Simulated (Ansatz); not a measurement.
**Elastic constants of Te: input and output**

The calculation used DFT PBEsol, scalar-relativistic, plane waves, PAW in Ansatz 0.2.0.

Launched with:
```bash
ansatz run input.yaml --threads 1 --pin off --max-ram 4096MiB --backend cpu --events-out ev --progress --plain --runs-dir out
```

Input (bare energies are in eV):
```yaml
crystal:
  lattice:
    - [4.3186344931, 0.0, 0.0]
    - [-2.1593172465, 3.7400471807, 0.0]
    - [0.0, 0.0, 5.9297211277]
  atoms:
    - { symbol: Te, position: [0.2878598087, 0.0, 0.3333333333] }
    - { symbol: Te, position: [0.0, 0.2878598087, 0.6666666667] }
    - { symbol: Te, position: [0.7121401913, 0.7121401913, 0.0] }
basis:
  ecutwfc: 420
kpoints:
  mp_grid: { grid: [12, 12, 8] }
hamiltonian:
  xc: pbesol
scf:
  occupations: { method: fermi_dirac, width: 0.15 }
output:
  forces: true
  stress: true
  eigenvalues: true
elastic:
  mode: relaxed_ion
  amplitude: 0.005
  stencil: two_point
```

From the output:
```
--- Elastic constants: 3 strain directions × 2 members + reference (group order 6) ---
  dense FFT box of the reference and of every strained cell: 30×30×40
  strains applied: 11, 33, 23; error gains: componentwise 1.00 (the most a stress slope's error grows in a printed constant), spectral 1.41 (1 for all six strains in a standard setting)
  reference relaxed by the batch: 2 steps; max|allowed force component| 8.82e-5 eV/Å at the deck's positions, 3.32e-5 at the last accepted step, 3.32e-5 by the solve of record
  largest displacement 1.7e-5 Å; the constants are those of the deck's cell at these positions:
  atoms:
    - { symbol: Te, position: [0.2878558789149865, -2.2944406916829773e-22, 0.3333333333333333] }
    - { symbol: Te, position: [0.0, 0.28785587891498643, 0.6666666666666666] }
    - { symbol: Te, position: [0.7121441210850135, 0.7121441210850133, 1.4190327019430446e-23] }
  C = ∂σ_k/∂η_j (tension-positive GPa; Voigt order 11 22 33 23 13 12):
        50.945     14.353     32.854     17.427      0.000     -0.000
        14.353     50.945     32.854    -17.427     -0.000      0.000
        32.866     32.866     71.470      0.000      0.000     -0.000
        17.429    -17.429     -0.000     39.136      0.000     -0.000
         0.000     -0.000      0.000     -0.000     39.136     17.429
        -0.000     -0.000     -0.000     -0.000     17.427     18.296
  reference stress σ⁰ (GPa):      0.006      0.006     -0.001     -0.000     -0.000      0.000
  C* (energy form; C + prestress term) asymmetry max|C*_kj − C*_jk| = 5.981e-3 GPa — a small one proves nothing (zero by symmetry where the batch's group is 432, −43m or m−3m); a large one is finite-difference/SCF noise where every solve ...
  moduli (Voigt/Reuss/Hill, GPa): K = 37.06/32.65/34.85   G = 25.53/13.61/19.57   E = 49.46   ν = 0.263
  mechanically stable: yes (min eigenvalue of sym C = 8.41 GPa)
  strain η (Voigt 11):  stress-route row diagonal C_11 = 50.94 GPa, energy-path curvature d²(F+E_count+ΔE)/dδ²/Ω₀ = 50.96 GPa
         δ    σ_11 (GPa) F (eV) n_scf n_hpsi n_pw
    -5.000e-3      -0.2557      -20704.5518782       4  130544   1884   relax 4 steps, max|allowed force component| 1.25e-5 eV/Å
     5.000e-3       0.2537      -20704.5518594       4  129372   1910   relax 3 steps, max|allowed force component| 3.15e-5 eV/Å
  strain η (Voigt 33):  stress-route row diagonal C_33 = 71.47 GPa, energy-path curvature d²(F+E_count+ΔE)/dδ²/Ω₀ = 71.54 GPa
         δ    σ_33 (GPa) F (eV) n_scf n_hpsi n_pw
    -5.000e-3      -0.3544      -20704.5517110       3   39857   1890   relax 3 steps, max|allowed force component| 5.32e-6 eV/Å
     5.000e-3       0.3603      -20704.5517151       2   35376   1914   relax 4 steps, max|allowed force component| 1.44e-5 eV/Å
  strain η (Voigt 23):  stress-route row diagonal C_44 = 39.14 GPa, energy-path curvature d²(F+E_count+ΔE)/dδ²/Ω₀ = 39.14 GPa
         δ    σ_23 (GPa) F (eV) n_scf n_hpsi n_pw
    -5.000e-3      -0.1938      -20704.5519578       4  131768   1900   relax 4 steps, max|allowed force component| 1.86e-5 eV/Å
     5.000e-3       0.1975      -20704.5519540       4  131257   1900   relax 3 steps, max|allowed force component| 2.42e-5 eV/Å
```

The run took 20 min on 1 thread of Intel(R) Xeon(R) Platinum 8488C (Sapphire Rapids), on a shared host, peak memory 1.1 GiB.

With next to no gap, frequencies and elastic constants depend on the k mesh and the smearing, soft modes and shear constants most.

The least eigenvalue is 8.4 GPa; in a metal on this mesh the verdict on stability isn't firm within about 20 GPa or a tenth of the bulk modulus.

On the mesh the filled and empty bands stay 0.03 eV apart, little enough for the smearing to populate both, so at this level the crystal is a narrow-gap semiconductor or semimetal, not an ordinary metal; spin–orbit coupling, left out, can open or move such a gap.